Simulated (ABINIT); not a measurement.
# Ge (Fd-3m) in ABINIT: further runs

One crystal, Ge, is run at these levels: SOGGA, LDA; tasks: band structure, equation of state.

Everything below comes from runs of ABINIT 10.8.3 (patched build). Logs are shortened: lines on timing, memory, paths and dates and some standing lists are left out, and cuts for length are marked. The log counts tension as positive stress, the text compression.

**Experimental background.**

“Electronic and optical properties of SixGe1-x-ySny alloys lattice-matched to Ge”, 2021, arxiv:2109.02782 reports, for a bulk crystal of Ge at 293 K: band gap 0.666 eV (indirect).

The runs below are set against these values where they give the same quantity.

## (1) The structure

The structure is cubic, space group Fd-3m (No. 227). Conventional cell: a = 5.658 Å, b = 5.658 Å, c = 5.658 Å, α = 90.00°, β = 90.00°, γ = 90.00°. Around Ge (site symmetry -43m) lie 4 Ge at 2.45 Å.

## (2) Band structure, SOGGA

Input file run.abi:

```
# Datasets: ground state, then fixed potential
ndtset 2

# Pseudopotentials
pp_dirpath "./"
pseudos "Ge.GGA_PBE-JTH.xml"

# Structure
acell 4.0006828887 4.0006828887 4.0006828887 Angstrom
rprim
     0.0000000000     0.7071067812     0.7071067812
     0.7071067812     0.0000000000     0.7071067812
     0.7071067812     0.7071067812     0.0000000000
ntypat 1
znucl 32
natom 2
typat 1 1
xred
     0.7500000000     0.7500000000     0.7500000000
     0.5000000000     0.5000000000     0.5000000000

# Plane-wave basis
ecut 20.0
pawecutdg 40.0

# Exchange and correlation
ixc -150130

# Bands and occupations
occopt 3
tsmear 0.00183747

# SCF cycle
nstep 100

# Output
iomode 3
prtwf 0
prteig 0
prtebands 0
enunit 1
prtden1 1

# Dataset 1
kptopt1 1
ngkpt1 8 8 8
nshiftk1 1
shiftk1 0.0 0.0 0.0
nband1 18
tolvrs1 1.0e-9

# Dataset 2: bands along G-X-W-K-G-L-U-W-L-K
iscf2 -2
getden2 1
nband2 22
nbdbuf2 2
tolwfr2 1.0e-12
kptopt2 -9
ndivsm2 5
prteig2 1
kptbounds2
     0.0000000000     0.0000000000     0.0000000000
     0.5000000000     0.0000000000     0.5000000000
     0.5000000000     0.2500000000     0.7500000000
     0.3750000000     0.3750000000     0.7500000000
     0.0000000000     0.0000000000     0.0000000000
     0.5000000000     0.5000000000     0.5000000000
     0.6250000000     0.2500000000     0.6250000000
     0.5000000000     0.2500000000     0.7500000000
     0.5000000000     0.5000000000     0.5000000000
     0.3750000000     0.3750000000     0.7500000000
```

Potentials or basis: JTH PAW PBE v2.0.

Started as:

```
$ abinit run.abi > log 2>&1
```

run.abo:

```text
.Version 10.8.3 of ABINIT
 DATASET    1 : space group Fd -3 m (#227); Bravais cF (face-center cubic)
================================================================================
 Values of the parameters that define the memory need for DATASET  1.
     intxc =       0    ionmov =       0      iscf =      17    lmnmax =      18
     lnmax =       6     mgfft =      32  mpssoang =       3    mqgrid =    3001
     natom =       2  nloc_mem =       2    nspden =       1   nspinor =       1
    nsppol =       1      nsym =      48    n1xccc =       1    ntypat =       1
    occopt =       3   xclevel =       2
       mpw =        1323          nfft =       32768          nkpt =          29
 PAW method is used; the additional fine FFT grid is defined by:
   mgfftf=        45    nfftf =     91125
================================================================================
================================================================================

 DATASET    2 : space group Fd -3 m (#227); Bravais cF (face-center cubic)
================================================================================
 Values of the parameters that define the memory need for DATASET  2.
     intxc =       0    ionmov =       0      iscf =      -2    lmnmax =      18
     lnmax =       6     mgfft =      32  mpssoang =       3    mqgrid =    3001
     natom =       2  nloc_mem =       2    nspden =       1   nspinor =       1
    nsppol =       1      nsym =      48    n1xccc =       1    ntypat =       1
    occopt =       3   xclevel =       2
       mpw =        1326          nfft =       32768          nkpt =          87
 PAW method is used; the additional fine FFT grid is defined by:
   mgfftf=        45    nfftf =     91125
================================================================================
================================================================================

--------------------------------------------------------------------------------
------------- Echo of variables that govern the present computation ------------
--------------------------------------------------------------------------------
 -outvars: echo values of preprocessed input variables --------
            acell      7.5601949762E+00  7.5601949762E+00  7.5601949762E+00 Bohr
              amu      7.26100000E+01
             ecut      2.00000000E+01 Hartree
           enunit           1
           getden1          0
           getden2          1
             iscf1         17
             iscf2         -2
                       outvar_i_n : Printing only first  50 k-points.
              ixc     -150130
           jdtset        1    2
                       outvar_i_n : Printing only first  50 k-points.
           kptopt1          1
           kptopt2         -9
         kptrlatt        8    0    0      0    8    0      0    0    8
          kptrlen1     6.04815598E+01
          kptrlen2     3.00000000E+01
            natom           2
            nband1         18
            nband2         22
           nbdbuf1          0
           nbdbuf2          2
           ndtset           2
           ndivsm1          0
           ndivsm2          5
            ngfft          32      32      32
          ngfftdg          45      45      45
             nkpt1         29
             nkpt2         87
            nstep         100
             nsym          48
           ntypat           1
           occopt           3
        pawecutdg      4.00000000E+01 Hartree
         pawxcdev           0
        prtebands           0
           prteig1          0
           prteig2          1
            prtwf           0
            rprim      0.0000000000E+00  7.0710678120E-01  7.0710678120E-01
                       7.0710678120E-01  0.0000000000E+00  7.0710678120E-01
                       7.0710678120E-01  7.0710678120E-01  0.0000000000E+00
           shiftk1     0.00000000E+00  0.00000000E+00  0.00000000E+00
           shiftk2     5.00000000E-01  5.00000000E-01  5.00000000E-01
          spgroup         227
           tolvrs1     1.00000000E-09
[... 239 lines left out ...]
 Non-SCF case, kpt    1 (  0.00000  0.00000  0.00000), residuals and eigenvalues=
  6.57E-13  6.24E-13  3.65E-13  3.85E-13  2.52E-13  2.11E-13  2.88E-13  3.03E-13
  6.71E-13  7.62E-13  4.04E-13  3.96E-13  1.62E-13  5.07E-13  2.69E-13  3.95E-13
  8.07E-13  1.94E-13  9.02E-13  7.54E-13  9.60E-11  2.77E-13
 -6.5542E-01 -6.5542E-01 -6.5542E-01 -6.5410E-01 -6.5410E-01 -6.4621E-01
 -6.4621E-01 -6.4621E-01 -6.4575E-01 -6.4575E-01 -2.1823E-01  2.5263E-01
  2.5263E-01  2.5263E-01  2.5423E-01  3.4533E-01  3.4533E-01  3.4533E-01
  4.7803E-01  5.9940E-01  5.9940E-01  6.4239E-01
 Non-SCF case, kpt    2 (  0.03571  0.00000  0.03571), residuals and eigenvalues=
  2.57E-13  6.76E-13  7.73E-13  8.12E-13  7.27E-13  6.60E-13  5.08E-13  3.51E-13
  7.15E-13  6.63E-13  2.95E-13  8.68E-13  8.93E-13  5.94E-13  4.99E-13  6.66E-13
[... 671 lines left out ...]
  3.81E-13  5.26E-13  1.69E-13  1.90E-13  7.37E-13  9.29E-13  2.16E-13  7.68E-13
  6.21E-13  4.19E-13  1.34E-13  3.54E-13  2.30E-06  9.25E-06
 -6.5732E-01 -6.5670E-01 -6.5345E-01 -6.5081E-01 -6.5049E-01 -6.5013E-01
 -6.4937E-01 -6.4770E-01 -6.4418E-01 -6.4362E-01 -9.8542E-02 -4.5699E-02
  8.8958E-02  1.5865E-01  2.9499E-01  4.2119E-01  4.9554E-01  5.0812E-01
  5.4600E-01  6.0265E-01  7.4079E-01  7.7089E-01
 Non-SCF case, kpt   87 (  0.37500  0.37500  0.75000), residuals and eigenvalues=
  3.74E-13  1.83E-13  3.06E-13  2.05E-13  2.10E-13  3.30E-13  1.75E-13  3.96E-13
  9.12E-13  8.91E-13  9.57E-13  9.27E-13  9.13E-13  5.90E-13  3.35E-13  2.69E-13
  2.13E-13  2.06E-13  1.60E-13  9.32E-14  2.10E-05  4.19E-04
 -6.5730E-01 -6.5671E-01 -6.5342E-01 -6.5123E-01 -6.5026E-01 -6.4975E-01
 -6.4957E-01 -6.4772E-01 -6.4417E-01 -6.4362E-01 -9.1634E-02 -5.2720E-02
  9.0363E-02  1.5454E-01  2.9112E-01  3.9991E-01  5.1573E-01  5.2321E-01
  5.4968E-01  6.0992E-01  7.4712E-01  7.8757E-01

--- !ResultsGS
iteration_state: {dtset: 2, }
comment   : Summary of ground state results
lattice_vectors:
- [  0.0000000,   5.3458651,   5.3458651, ]
- [  5.3458651,   0.0000000,   5.3458651, ]
- [  5.3458651,   5.3458651,   0.0000000, ]
lattice_lengths: [   7.56019,    7.56019,    7.56019, ]
lattice_angles: [ 60.000,  60.000,  60.000, ] # degrees, (23, 13, 12)
lattice_volume:   3.0555120E+02
convergence: {deltae:  0.000E+00, res2:  0.000E+00, residm:  9.989E-13, diffor:  0.000E+00, }
etotal    :  -1.90967431E+02
entropy   :   0.00000000E+00
fermie    :   2.53779514E-01
cartesian_stress_tensor: null
pressure_GPa: null
xred      :
- [  7.5000E-01,   7.5000E-01,   7.5000E-01, Ge]
- [  5.0000E-01,   5.0000E-01,   5.0000E-01, Ge]
cartesian_forces: null
force_length_stats: {min: null, max: null, mean: null, }
...

 Integrated electronic density in atomic spheres:
 ------------------------------------------------
 Atom  Sphere_radius  Integrated_density
    1        2.30477         12.38051549
    2        2.30477         12.37183592

================================================================================

 ----iterations are completed or convergence reached----

 Mean square residual over all n,k,spin=   48.205E-14; max=  99.894E-14
 reduced coordinates (array xred) for    2 atoms
       0.750000000000      0.750000000000      0.750000000000
       0.500000000000      0.500000000000      0.500000000000

 cartesian coordinates (angstrom) at end:
    1      4.24336500004586     4.24336500004586     4.24336500004586
    2      2.82891000003057     2.82891000003057     2.82891000003057
 length scales=  7.560194976249  7.560194976249  7.560194976249 bohr
              =  4.000682888700  4.000682888700  4.000682888700 angstroms
 Eigenvalues (   eV  ) for nkpt=  87  k points:
 kpt#   1, nband= 22, wtk=  1.00000, kpt=  0.0000  0.0000  0.0000 (reduced coord)
 -17.83490  -17.83490  -17.83490  -17.79898  -17.79898  -17.58438  -17.58438  -17.58438
 -17.57167  -17.57167   -5.93824    6.87431    6.87431    6.87431    6.91797    9.39680
   9.39680    9.39680   13.00774   16.31060   16.31060   17.48019
 kpt#   2, nband= 22, wtk=  1.00000, kpt=  0.0357  0.0000  0.0357 (reduced coord)
 -17.83611  -17.83533  -17.83533  -17.79850  -17.79665  -17.59041  -17.58420  -17.58420
 -17.57234  -17.56775   -5.91729    6.20740    6.76899    6.76899    7.57762    9.32031
   9.52798    9.52798   13.13097   15.87937   16.33135   17.52469
 kpt#   3, nband= 22, wtk=  1.00000, kpt=  0.0714  0.0000  0.0714 (reduced coord)
 -17.83861  -17.83673  -17.83673  -17.79613  -17.78992  -17.60058  -17.58178  -17.58178
 -17.57422  -17.56222   -5.85446    5.51930    6.50419    6.50419    8.23747    9.12006
   9.87131    9.87131   13.47243   15.14622   16.39631   17.65320
 kpt#   4, nband= 22, wtk=  1.00000, kpt=  0.1071  0.0000  0.1071 (reduced coord)
 -17.84140  -17.83918  -17.83918  -17.79244  -17.78048  -17.61311  -17.57817  -17.57817
 -17.57760  -17.55814   -5.74991    4.83488    6.16386    6.16386    8.84922    8.85084
  10.34131   10.34131   13.97524   14.43692   16.50400   17.86959
 kpt#   5, nband= 22, wtk=  1.00000, kpt=  0.1429  0.0000  0.1429 (reduced coord)
[... 317 lines left out ...]
 -17.53160  -17.51727   -3.14700   -0.87893    2.73304    4.62181    8.30725   11.81381
  12.71427   12.88100   15.22224   16.52502   18.45482   20.46812
 kpt#  85, nband= 22, wtk=  1.00000, kpt=  0.4028  0.4028  0.6944 (reduced coord)
 -17.88599  -17.86919  -17.78341  -17.71013  -17.70698  -17.69189  -17.66199  -17.62283
 -17.52992  -17.51486   -2.91846   -1.03430    2.50725    4.45759    8.16102   12.01275
  12.79333   13.29100   15.01180   16.40003   19.36606   20.72309
 kpt#  86, nband= 22, wtk=  1.00000, kpt=  0.3889  0.3889  0.7222 (reduced coord)
 -17.88662  -17.86981  -17.78131  -17.70936  -17.70085  -17.69107  -17.67029  -17.62468
 -17.52899  -17.51375   -2.68147   -1.24355    2.42066    4.31697    8.02699   11.46129
  13.48426   13.82669   14.85754   16.39895   20.15783   20.97700
 kpt#  87, nband= 22, wtk=  1.00000, kpt=  0.3750  0.3750  0.7500 (reduced coord)
 -17.88605  -17.86988  -17.78058  -17.72075  -17.69443  -17.68067  -17.67558  -17.62549
 -17.52863  -17.51388   -2.49350   -1.43459    2.45889    4.20525    7.92180   10.88214
  14.03379   14.23721   14.95745   16.59686   20.33015   21.43081

== END DATASET(S) ==============================================================
================================================================================

 -outvars: echo values of variables after computation  --------
            acell      7.5601949762E+00  7.5601949762E+00  7.5601949762E+00 Bohr
           etotal1    -1.9096743108E+02
            fcart1     6.2960932310E-30 -6.2960932310E-30  6.2960932310E-30
                      -6.2960932310E-30  6.2960932310E-30 -6.2960932310E-30
            rprim      0.0000000000E+00  7.0710678120E-01  7.0710678120E-01
                       7.0710678120E-01  0.0000000000E+00  7.0710678120E-01
                       7.0710678120E-01  7.0710678120E-01  0.0000000000E+00
           strten1     2.8699068217E-05  2.8699068217E-05  2.8699068217E-05
                       0.0000000000E+00  0.0000000000E+00  0.0000000000E+00
           xangst      4.2433650000E+00  4.2433650000E+00  4.2433650000E+00
                       2.8289100000E+00  2.8289100000E+00  2.8289100000E+00
             xred      7.5000000000E-01  7.5000000000E-01  7.5000000000E-01
                       5.0000000000E-01  5.0000000000E-01  5.0000000000E-01
 Calculation completed.
```

Run time: 74 s. Hardware: 1 thread of Intel Xeon Platinum 8488C (Sapphire Rapids), shared host; peak memory 0.14 GiB.

Results:

- Free energy: -5196.4885 eV
- Band gap on the k mesh: 0.04 eV, direct
- Valence electrons inside the program's atomic spheres: Ge 12.38, 12.37 (radii [1.2196] Å)

Levels at the corners of the path, in eV from the valence-band top:
| point | band 10 | band 11 | band 12 | band 13 | band 14 | band 15 | band 16 | band 17 | band 18 | band 19 |
| --- | --- | --- | --- | --- | --- | --- | --- | --- | --- | --- |
| Γ | -24.45 | -12.81 | 0.00 | 0.00 | 0.00 | 0.04 | 2.52 | 2.52 | 2.52 | 6.13 |
| X | -24.40 | -8.90 | -8.90 | -3.12 | -3.12 | 0.63 | 0.63 | 9.50 | 9.50 | 11.49 |
| W | -24.39 | -8.80 | -8.80 | -3.98 | -3.98 | 4.29 | 4.29 | 4.60 | 4.60 | 10.98 |
| K | -24.39 | -9.37 | -8.31 | -4.42 | -2.67 | 1.05 | 4.01 | 7.16 | 7.36 | 8.08 |
| Γ | -24.45 | -12.81 | 0.00 | 0.00 | 0.00 | 0.04 | 2.52 | 2.52 | 2.52 | 6.13 |
| L | -24.42 | -10.70 | -7.65 | -1.42 | -1.42 | 0.13 | 3.69 | 3.69 | 6.88 | 10.38 |
| U | -24.39 | -9.37 | -8.31 | -4.42 | -2.67 | 1.05 | 4.01 | 7.16 | 7.36 | 8.08 |
| W | -24.39 | -8.80 | -8.80 | -3.98 | -3.98 | 4.29 | 4.29 | 4.60 | 4.60 | 10.98 |
| L | -24.42 | -10.70 | -7.65 | -1.42 | -1.42 | 0.13 | 3.69 | 3.69 | 6.88 | 10.38 |
| K | -24.39 | -9.37 | -8.31 | -4.42 | -2.67 | 1.05 | 4.01 | 7.16 | 7.36 | 8.08 |

Caveat: the cutoff is too short for stress, so the log's stress isn't used; the PAW data sets were made with another functional, which shifts forces and pressure a little.

## (3) Equation of state, LDA

Input file run.abi:

```
# Datasets: one volume each
ndtset 7
getwfk -1
scalecart1 3*0.9795861087
scalecart2 3*0.9864848297
scalecart3 3*0.9932883884
scalecart4 3*1.0000000000
scalecart5 3*1.0066227096
scalecart6 3*1.0131594038
scalecart7 3*1.0196128224

# Pseudopotentials
pp_dirpath "./"
pseudos "Ge.hgh"

# Structure
acell 3*1.0 Angstrom
rprim
     0.0000000000     2.8289100000     2.8289100000
     2.8289100000     0.0000000000     2.8289100000
     2.8289100000     2.8289100000     0.0000000000
ntypat 1
znucl 32
natom 2
typat 1 1
xred
     0.7500000000     0.7500000000     0.7500000000
     0.5000000000     0.5000000000     0.5000000000

# Plane-wave basis
ecut 16.0

# k points
kptopt 1
ngkpt 8 8 8
nshiftk 1
shiftk 0.0 0.0 0.0

# Exchange and correlation
ixc 7

# Bands and occupations
nband 8
occopt 3
tsmear 0.05 eV

# SCF cycle
nstep 100
tolvrs 1.0e-10

# Output
iomode 3
prtwf 1
prtden 0
prteig 0
prtebands 0
```

Potentials or basis: HGH LDA.

Started as:

```
$ abinit run.abi > log 2>&1
```

It took 23 s on 1 thread of Intel Xeon Platinum 8488C (Sapphire Rapids), shared host; peak memory 0.1 GiB.

The run converged. Its results:

| Quantity | Value |
| --- | --- |
| Equilibrium volume | 21.70 Å³/atom |
| Bulk modulus | 72 GPa |
| Pressure derivative of the bulk modulus | 4.5 |

Energy against volume, from the lowest point:
```
volume (Å³/atom)  energy (meV/atom)
          21.281               1.91
          21.733               0.00
          22.186               2.28
          22.639               8.35
          23.092              17.66
          23.545              29.97
          23.997              44.95
```

Caveat: pressures at fixed basis lie under the slope of the energies; HGH potentials are hard and often keep d shells in the core, so these values are rough. Zero-point motion and thermal expansion aren't in these numbers.

## (4) Against experiment

Step 2. Against the measured gap of Ge, 0.666 eV (indirect; 293 K; “Electronic and optical properties of SixGe1-x-ySny alloys lattice-matched to Ge”, 2021, arxiv:2109.02782), the calculated 0.04 eV is off by -0.62 eV. 3 values of this kind are on record (0.666 to 0.807 eV); this one was drawn at random among those near their median. Spin-orbit coupling on Ge is left out. The value is that of SOGGA on a finite k mesh, which can miss the band edges, without temperature or zero-point motion.
